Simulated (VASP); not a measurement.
# I (Im-3m) in VASP: a series of runs

One crystal, I, is run at these levels: PBE; tasks: single point.

Program: VASP 6.6.1. These are calculated values, not measurements. Logs are shortened: lines on timing, memory, paths and dates and some standing lists are left out, and cuts for length are marked.

## 1. The structure

Symmetry: Im-3m, No. 229, cubic system. The conventional cell has a = 4.179 Å, b = 4.179 Å, c = 4.179 Å, α = 90.00°, β = 90.00°, γ = 90.00°. I (site symmetry m-3m) is surrounded by 8 I at 3.62 Å.

The real solid is made of molecules; this cell is a model form.

## 2. Single point, PBE

The input, INCAR:

```
SYSTEM = I
PREC = Accurate
ENCUT = 460
EDIFF = 1E-6
ISMEAR = 0
SIGMA = 0.2
LREAL = .FALSE.
LASPH = .TRUE.
NELM = 100
ALGO = Normal
ISIF = 2
LWAVE = .FALSE.
LCHARG = .FALSE.
GGA = PE
NBANDS = 10
ADDGRID = .FALSE.
```

The input, KPOINTS:

```
Automatic mesh
0
G
  5 5 5
  0 0 0
```

The input, POSCAR:

```
I
1.0
   -2.1240960000      2.1667550000      2.1089740000
    2.1114880000     -2.1329730000      2.0625830000
    2.0399160000      2.0487930000     -2.0751920000
I
1
Direct
    0.0126280000     -0.0160290000     -0.0040210000
```

Potentials or basis: VASP PAW PBE potentials, release 64 (I).

Launch:

```
$ cat potpaw_PBE.64/I/POTCAR > POTCAR
$ mpirun -np 1 vasp_std > vasp.out
```

OUTCAR:

```text
SYSTEM = I
   PREC = Accurate
   ENCUT = 460
   EDIFF = 1E-6
   ISMEAR = 0
   LREAL = .FALSE.
   LASPH = .TRUE.
   NELM = 100
   ISIF = 2
   GGA = PE

 Found     63 irreducible k-points:

 Following reciprocal coordinates:
            Coordinates               Weight
  0.000000  0.000000  0.000000      1.000000
  0.200000  0.000000 -0.000000      2.000000
  0.400000  0.000000  0.000000      2.000000
 -0.000000  0.200000 -0.000000      2.000000
  0.200000  0.200000 -0.000000      2.000000
  0.400000  0.200000 -0.000000      2.000000
   k-points           NKPTS =     63   k-points in BZ     NKDIM =     63   number of bands    NBANDS=     10
   number of dos      NEDOS =    301   number of ions     NIONS =      1
   total plane-waves  NPLWV =  21952
   dimension x,y,z NGX =    28 NGY =   28 NGZ =   28
   dimension x,y,z NGXF=    56 NGYF=   56 NGZF=   56
   ions per type =               1
   NGX,Y,Z   is equivalent  to a cutoff of  12.60, 12.78, 13.08 a.u.
   NGXF,Y,Z  is equivalent  to a cutoff of  25.19, 25.56, 26.16 a.u.
 SYSTEM =  I
   PREC   = accura    normal or accurate (medium, high low for compatibility)
   ISTART =      0    job   : 0-new  1-cont  2-samecut
   ICHARG =      2    charge: 1-file 2-atom 10-const
   ISPIN  =      1    spin polarized calculation?
   LNONCOLLINEAR =      F non collinear calculations
   LSORBIT =      F    spin-orbit coupling
   LASPH  =      T    aspherical Exc in radial PAW
   ENCUT  =  460.0 eV  33.81 Ry    5.81 a.u.   6.46  6.37  6.22*2*pi/ulx,y,z
   NELM   =    100;   NELMIN=  2; NELMDL= -5     # of ELM steps
   EDIFF  = 0.1E-05   stopping-criterion for ELM
   LREAL  =      F    real-space projection
   EDIFFG = 0.1E-04   stopping-criterion for IOM
   NSW    =      0    number of steps for IOM
   IBRION =     -1    ionic relax: 0-MD 1-quasi-New 2-CG
   NFREE  =      0    steps in history (QN), initial steepest desc. (CG)
   ISIF   =      2    stress and relaxation
   ISYM   =      2    0-nonsym 1-usesym 2-fastsym
   POTIM  = 0.5000    time-step for ionic-motion
   TEBEG  =    0.0;   TEEND  =   0.0 temperature during run
   PSTRESS=    0.0 pullay stress
   NELECT =       7.0000    total number of electrons
   NUPDOWN=      -1.0000    fix difference up-down
   EMIN   =  10.00;   EMAX   =-10.00  energy-range for DOS
   EFERMI =   0.00;   METHOD = LEGACY
   ISMEAR =     0;   SIGMA  =   0.20  broadening in eV -4-tet -1-fermi 0-gaus
   EFERMI_NEDOS =   21; number of points for ismear=-14 and -15
   IALGO  =     38    algorithm
   IMIX   =      4    mixing-type and parameters
     AMIX     =   0.40;   BMIX     =  1.00
     AMIX_MAG =   1.60;   BMIX_MAG =  1.00
  volume/ion in A,a.u.               =      36.48       246.21
  Fermi-wavevector in a.u.,A,eV,Ry     =   0.944215  1.784308 12.130170  0.891542
  Thomas-Fermi vector in A             =   2.071998
   LORBIT       =      0    0 simple, 1 ext, 2 COOP (PROOUT), +10 PAW based schemes
   GGA     = PE    functional components
   LHFCALC =     F    Hartree Fock is set to
   AEXX    =    0.0000 exact exchange contribution
   IVDW    =     0    specifies the selected vdW correction
   LEPSILON=     F    determine dielectric tensor
   LRPA    =     F    only Hartree local field effects (RPA)
 non-spin polarized calculation
 Gauss-broadening in eV      SIGMA  =   0.20
  energy-cutoff  :      460.00
  volume of cell :       36.48
 maximum number of plane-waves:       830
 NGX is ok and might be reduce to    28

 number of electron       7.0000000 magnetization

 Free energy of the ion-electron system (eV)
  ---------------------------------------------------
  ext. energy  EPLUGINS =         0.00000000
  ---------------------------------------------------
  free energy    TOTEN  =        -1.15365598 eV

  energy without entropy =       -1.11806666  energy(sigma->0) =       -1.13586132

 E-fermi :   4.1465     XC(G=0):  -8.9212

 val. band max:        4.0762958202   @ k =   0.0000   0.2000   0.2000
 cond. band min:       4.1494241300   @ k =   0.0000  -0.2000   0.4000
 fundamental gap:      0.0731283098
 Fermi energy:         4.1465133349

 k-point     1 :       0.0000    0.0000    0.0000
  band No.  band energies     occupation
      1      -9.1977      2.00000
      2       4.7324      0.00003
      3       4.8921      0.00000
      4       5.0139      0.00000
      5      10.9111      0.00000
      6      13.6142      0.00000
      7      13.7520      0.00000
      8      14.1726      0.00000
      9      16.0535      0.00000
     10      16.2711      0.00000

 k-point     2 :       0.2000    0.0000   -0.0000
  band No.  band energies     occupation
      1      -8.8175      2.00000
      2       2.6979      2.00000
      3       4.2699      0.38307
      4       4.8521      0.00000
      5      11.5126      0.00000
      6      12.5887      0.00000
      7      13.8911      0.00000
      8      15.4527      0.00000
      9      15.7210      0.00000
     10      15.8298      0.00000

 k-point     3 :       0.4000    0.0000    0.0000
  band No.  band energies     occupation
      1      -8.0454      2.00000
      2       0.1874      2.00000
      3       3.5244      1.99999
      4       4.6853      0.00014
      5      10.1587      0.00000
      6      11.5460      0.00000
      7      16.2274      0.00000
      8      16.3696      0.00000
      9      18.0630      0.00000
     10      19.1031      0.00000

 k-point     4 :      -0.0000    0.2000   -0.0000
  band No.  band energies     occupation
      1      -8.7954      2.00000
      2       2.7585      2.00000
      3       4.1556      0.94886
      4       4.8039      0.00000
      5      11.4753      0.00000
      6      12.5000      0.00000
      7      13.9670      0.00000
      8      15.2675      0.00000
      9      15.6974      0.00000
     10      15.8117      0.00000

 k-point     5 :       0.2000    0.2000   -0.0000
  band No.  band energies     occupation
      1      -8.1771      2.00000
      2       0.9575      2.00000
      3       3.0705      2.00000
      4       4.4484      0.03278
      5      11.4821      0.00000
      6      12.1720      0.00000
      7      14.2522      0.00000
      8      15.3659      0.00000
      9      17.8665      0.00000
     10      18.8895      0.00000

 k-point     6 :       0.4000    0.2000   -0.0000
  band No.  band energies     occupation
      1      -7.7653      2.00000
      2       0.2049      2.00000
      3       2.1156      2.00000
      4       4.2696      0.38409
      5      11.1836      0.00000
      6      12.6386      0.00000
      7      15.2855      0.00000
      8      16.0301      0.00000
      9      18.9467      0.00000
     10      20.0252      0.00000

 [... further k-points ...]

------------------------ aborting loop because EDIFF is reached ----------------------------------------

  FORCE on cell =-STRESS in cart. coord.  units (eV):
  Direction    XX          YY          ZZ          XY          YZ          ZX
  --------------------------------------------------------------------------------------
  -------------------------------------------------------------------------------------
  Total       -0.1685281     -0.1833182     -0.1809902     -0.6266869      0.2213097     -0.0695125
  in kB       -7.4007084     -8.0501978     -7.9479680    -27.5202027      9.7185476     -3.0525597
  external PRESSURE =      -7.7996247 kB  Pullay stress =       0.0000000 kB

 VOLUME and BASIS-vectors are now :
 -----------------------------------------------------------------------------
  energy-cutoff  :      460.00
  volume of cell :       36.48
      direct lattice vectors                 reciprocal lattice vectors
    -2.124096000  2.166755000  2.108974000     0.005496097  0.235420953  0.237828778
     2.111488000 -2.132973000  2.062583000     0.241671392  0.002899229  0.240425590
     2.039916000  2.048793000 -2.075192000     0.245788549  0.242134979 -0.001217987

 POSITION                                       TOTAL-FORCE (eV/Angst)
 -----------------------------------------------------------------------------------
      4.08253     -0.03087     -0.01069         0.000000      0.000000     -0.000000
 -----------------------------------------------------------------------------------
    total drift:                                0.000000      0.000000      0.000001

  FREE ENERGIE OF THE ION-ELECTRON SYSTEM (eV)
  ---------------------------------------------------
  free  energy   TOTEN  =        -1.1536559750 eV

  energy  without entropy=       -1.1180666613  energy(sigma->0) =       -1.13586132
```

stdout:

```text
POSCAR found type information on POSCAR I
 POSCAR found :  1 types and       1 ions
 scaLAPACK will be used
 LDA part: xc-table for (Slater+PW92), standard interpolation
 POSCAR, INCAR and KPOINTS ok, starting setup
 FFT: planning ... GRIDC
 FFT: planning ... GRID_SOFT
 FFT: planning ... GRID
 WAVECAR not read
 entering main loop
```

It took 11 s on 1 thread of Intel Xeon Platinum 8488C (Sapphire Rapids), shared host; peak memory 0.16 GiB.

These settings aren't checked as converged: the numbers below hold their error.

What came out:

- Free energy: -1.1537 eV
- Pressure: -0.8 GPa
- Band gap on the k mesh: none (metal or under the smearing width)

Caveat: the k mesh is coarse (spacing up to 0.43 Å⁻¹), so the values aren't converged; an odd number of electrons without spin polarisation forces a metal; a magnetic or distorted state may lie lower.

## 3. Single point, PBE

This run uses another cell than the first one, of the same volume but with other edges.

INCAR, as its differences from that of step 2:

```diff
@@ -5,3 +5,3 @@
 ISMEAR = 0
-SIGMA = 0.2
+SIGMA = 0.01
 LREAL = .FALSE.
```

KPOINTS is that of step 2.

The input, POSCAR:

```
I
1.0
   -2.0893754423      2.0893754423      2.0893754423
    2.0893754423     -2.0893754423      2.0893754423
    2.0893754423      2.0893754423     -2.0893754423
I
1
Direct
    0.0000000000      0.0000000000      0.0000000000
```

Potentials or basis: VASP PAW PBE potentials, release 64 (I).

Launch:

```
$ cat potpaw_PBE.64/I/POTCAR > POTCAR
$ mpirun -np 1 vasp_std > vasp.out
```

OUTCAR:

```text
SYSTEM = I
   PREC = Accurate
   ENCUT = 460
   EDIFF = 1E-6
   ISMEAR = 0
   LREAL = .FALSE.
   LASPH = .TRUE.
   NELM = 100
   ISIF = 2
   GGA = PE

 Found     10 irreducible k-points:

 Following reciprocal coordinates:
            Coordinates               Weight
  0.000000  0.000000  0.000000      1.000000
  0.200000  0.000000  0.000000     12.000000
  0.400000  0.000000  0.000000     12.000000
  0.200000  0.200000  0.000000     24.000000
  0.400000  0.200000  0.000000     24.000000
  0.200000  0.200000  0.200000      8.000000
   k-points           NKPTS =     10   k-points in BZ     NKDIM =     10   number of bands    NBANDS=     10
   number of dos      NEDOS =    301   number of ions     NIONS =      1
   total plane-waves  NPLWV =  21952
   dimension x,y,z NGX =    28 NGY =   28 NGZ =   28
   dimension x,y,z NGXF=    56 NGYF=   56 NGZF=   56
   ions per type =               1
   NGX,Y,Z   is equivalent  to a cutoff of  12.86, 12.86, 12.86 a.u.
   NGXF,Y,Z  is equivalent  to a cutoff of  25.73, 25.73, 25.73 a.u.
 SYSTEM =  I
   PREC   = accura    normal or accurate (medium, high low for compatibility)
   ISTART =      0    job   : 0-new  1-cont  2-samecut
   ICHARG =      2    charge: 1-file 2-atom 10-const
[... 62 lines left out ...]

 k-point     1 :       0.0000    0.0000    0.0000
  band No.  band energies     occupation
      1      -9.1956      2.00000
      2       4.8787      0.00000
      3       4.8787      0.00000
      4       4.8787      0.00000
      5      10.9239      0.00000
      6      13.8611      0.00000
      7      13.8611      0.00000
      8      13.8611      0.00000
      9      16.0929      0.00000
     10      16.0929      0.00000
[... 53 lines left out ...]
 k-point     6 :       0.2000    0.2000    0.2000
  band No.  band energies     occupation
      1      -7.7329      2.00000
      2       0.6946      2.00000
      3       2.3875      2.00000
      4       2.3875      2.00000
      5      13.5353      0.00000
      6      13.5353      0.00000
      7      15.0644      0.00000
      8      17.9854      0.00000
      9      17.9854      0.00000
     10      20.8768      0.00000

 [... further k-points ...]

------------------------ aborting loop because EDIFF is reached ----------------------------------------

  FORCE on cell =-STRESS in cart. coord.  units (eV):
  Direction    XX          YY          ZZ          XY          YZ          ZX
  --------------------------------------------------------------------------------------
  -------------------------------------------------------------------------------------
  Total       -0.2170710     -0.2170710     -0.2170710     -0.0000000     -0.0000000      0.0000000
  in kB       -9.5324163     -9.5324163     -9.5324163     -0.0000000     -0.0000000      0.0000000
  external PRESSURE =      -9.5324163 kB  Pullay stress =       0.0000000 kB

 VOLUME and BASIS-vectors are now :
 -----------------------------------------------------------------------------
  energy-cutoff  :      460.00
  volume of cell :       36.48
      direct lattice vectors                 reciprocal lattice vectors
    -2.089375442  2.089375442  2.089375442     0.000000000  0.239305962  0.239305962
     2.089375442 -2.089375442  2.089375442     0.239305962  0.000000000  0.239305962
     2.089375442  2.089375442 -2.089375442     0.239305962  0.239305962  0.000000000

 POSITION                                       TOTAL-FORCE (eV/Angst)
 -----------------------------------------------------------------------------------
      0.00000      0.00000      0.00000         0.000000      0.000000      0.000000
 -----------------------------------------------------------------------------------
    total drift:                                0.000000      0.000000      0.000000

  FREE ENERGIE OF THE ION-ELECTRON SYSTEM (eV)
  ---------------------------------------------------
  free  energy   TOTEN  =        -1.1163653629 eV

  energy  without entropy=       -1.1162444298  energy(sigma->0) =       -1.11630490
```

OSZICAR:

```text
N       E                     dE             d eps       ncg     rms          rms(c)
DAV:   1     0.176068854394E+02    0.17607E+02   -0.22314E+03   200   0.449E+02
DAV:   2    -0.610049360541E+00   -0.18217E+02   -0.17540E+02   290   0.831E+01
DAV:   3    -0.111134979972E+01   -0.50130E+00   -0.50099E+00   248   0.139E+01
DAV:   4    -0.111587519427E+01   -0.45254E-02   -0.45249E-02   246   0.163E+00
DAV:   5    -0.111593954854E+01   -0.64354E-04   -0.64354E-04   246   0.178E-01    0.346E+00
DAV:   6    -0.111575907195E+01    0.18048E-03   -0.20768E-03   222   0.223E-01    0.212E+00
DAV:   7    -0.111637033945E+01   -0.61127E-03   -0.39144E-03   222   0.316E-01    0.125E-01
DAV:   8    -0.111636514385E+01    0.51956E-05   -0.19659E-04   222   0.675E-02    0.161E-02
DAV:   9    -0.111636536291E+01   -0.21905E-06   -0.37265E-06   246   0.135E-02
   1 F= -.11163654E+01 E0= -.11163049E+01  d E =-.120933E-03
```

It took 3.4 s on 1 thread of Intel Xeon Platinum 8488C (Sapphire Rapids), shared host; peak memory 0.14 GiB.

These settings aren't checked as converged: the numbers below hold their error.

What came out:

```
Free energy            : -1.1164 eV
Pressure               : -1.0 GPa
Band gap on the k mesh : none (metal or under the smearing width)
```

Caveat: the k mesh is coarse (spacing up to 0.43 Å⁻¹), so the values aren't converged; an odd number of electrons without spin polarisation forces a metal; a magnetic or distorted state may lie lower.

## 4. Single point, PBE

INCAR is that of step 3.

KPOINTS is that of step 3.

The input, POSCAR:

```
I
1.0
   -2.1240960000      2.1667550000      2.1089740000
    2.1114880000     -2.1329730000      2.0625830000
    2.0399160000      2.0487930000     -2.0751920000
I
1
Direct
    0.0126280000     -0.0160290000     -0.0040210000
```

Launch:

```
$ cat potpaw_PBE.64/I/POTCAR > POTCAR
$ mpirun -np 1 vasp_std > vasp.out
```

Run time: 13 s. Hardware: 1 thread of Intel Xeon Platinum 8488C (Sapphire Rapids), shared host; peak memory 0.16 GiB.

The run converged, but some of its settings lie outside the range that counts as converged, so its numbers aren't taken as properties of the crystal.

What came out:

* Free energy: -1.1316 eV
* Pressure: -0.9 GPa
* Band gap on the k mesh: none (metal or under the smearing width)

Caveat: the k mesh is coarse (spacing up to 0.43 Å⁻¹), so the values aren't converged; an odd number of electrons without spin polarisation forces a metal; a magnetic or distorted state may lie lower.

## 5. For comparison

An earlier run on the cell as given: functional PBE; potentials or basis VASP PAW PBE potentials, release 64 (I); cutoff 520 eV; k mesh 9 × 9 × 9; occupations fermi-dirac, width 0.05 eV; no spin polarisation.

* Pressure: -0.2 GPa
* Band gap on the k mesh: none (metal or under the smearing width)
